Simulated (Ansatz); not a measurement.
Runs of Ansatz 0.2.0 on Pb. It takes space group Im-3m (No. 229, cubic). Conventional cell: a = 3.959 Å, b = 3.959 Å, c = 3.959 Å, α = 90.00°, β = 90.00°, γ = 90.00°. Pb (site symmetry m-3m) has 8 Pb at 3.43 Å as nearest neighbours. This isn't the form of Pb at room conditions, which is fcc.

```tsv
task	level	spin	cell	k mesh	points for each segment of the path	gap on the mesh (eV)	pressure (GPa)	relaxed volume (Å³/atom)
band structure	PBEsol	SOC, no magnetisation	as given	7 × 7 × 7	14	none	(b)	-
relaxation of cell and atoms	RPBE	off	relaxed	9 × 9 × 9	-	none	0.0	32.97
band structure	LDA	SOC, no magnetisation	as given	7 × 7 × 7	14	none	(a)	-
band structure	PBEsol	off	as given	9 × 9 × 9	14	none	-2.0	-
band structure	LDA	off	as given	9 × 9 × 9	14	none	-3.4	-
relaxation of cell and atoms	PBEsol	off	relaxed	9 × 9 × 9	-	none	0.0	29.65
band structure	RPBE	off	as given	9 × 9 × 9	14	none	2.3	-
relaxation of cell and atoms	LDA	off	relaxed	9 × 9 × 9	-	none	0.0	(c)
band structure	revPBE	off	as given	9 × 9 × 9	14	none	1.9	-
```

Alike in all rows: potentials or basis Ansatz PAW; cutoff (eV) 420; smearing fermi-dirac 0.05 eV.

Fill in the values left out.

(a) -3.1; (b) -1.6; (c) 28.72.

Caveats: the PAW data sets come from PBE, with cores solved anew for the run's functional, which leaves a small shift of forces and pressure; spin-orbit coupling is left out, which moves the levels of the heavy elements (some runs); the plane-wave basis is chosen anew once the cell has moved, so the energies of steps on either side of that aren't comparable (some runs).

A k mesh can miss the band edges, and rows without SOC leave out spin-orbit coupling on Pb.

A gap of «none» marks a metal or a gap under the smearing width.

Runs at the PBE level aren't shown here.
